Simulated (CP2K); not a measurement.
## BP under changes of volume

One of the cells (11.682 Å³/atom); the others are scaled copies at fixed shape and fractional positions:

```xyz
2
Lattice="3.2089 0.0000 0.0000 1.6044 2.7789 0.0000 1.6044 0.9263 2.6200" Properties=species:S:1:pos:R:3 pbc="T T T"
P     4.8133    2.7789    1.9650
B     0.0000    0.0000    0.0000
```

| Property | Result |
| --- | --- |
| Program | CP2K 2026.2 |
| Functional | PBE |
| Potentials or basis | POTENTIAL_UZH P GTH-PBE-q5, B GTH-PBE-q3; TZVP-MOLOPT-PBE-GTH basis |
| Density cutoff | 6123 eV |
| k mesh | 10 × 10 × 10 |
| Occupations | fermi-dirac, width 0.05 eV |
| Spin | no spin polarisation |

```tsv
volume (Å³/atom)	energy over the lowest point (meV/atom)	pressure (GPa)	gap on the mesh (eV)
10.981	?	?	?
11.214	10.96	7.4	1.31
11.448	2.87	3.7	1.34
11.682	0.00	0.3	1.37
11.915	1.86	-2.8	1.39
12.149	8.03	-5.6	1.42
12.383	18.11	-8.2	1.44
```

Question: What does the run at 10.981 Å³/atom give?

Answer: Energy over the lowest point 24.77 meV/atom; pressure 11.6 GPa; gap on the mesh 1.29 eV.

Worked out: A Birch-Murnaghan fit of order 3 (a polynomial in V^(-2/3)) to the other rows has its minimum at 11.70 Å³/atom with B0 = V·E''(V) = 161 GPa and B' = 3.8. It gives 24.74 meV/atom at 10.981 Å³/atom, against the run's 24.77, and -dE/dV = 11.6 GPa, against 11.6. A straight line through the other rows of the gap, of slope 1.31 eV per unit of ln V, extrapolates to 1.28 eV, against the run's 1.29.

Energies are extrapolated to zero smearing.

Caveats: the basis of atomic orbitals isn't converged, which shifts pressures, moduli and gaps.

A mesh can miss the band edges.
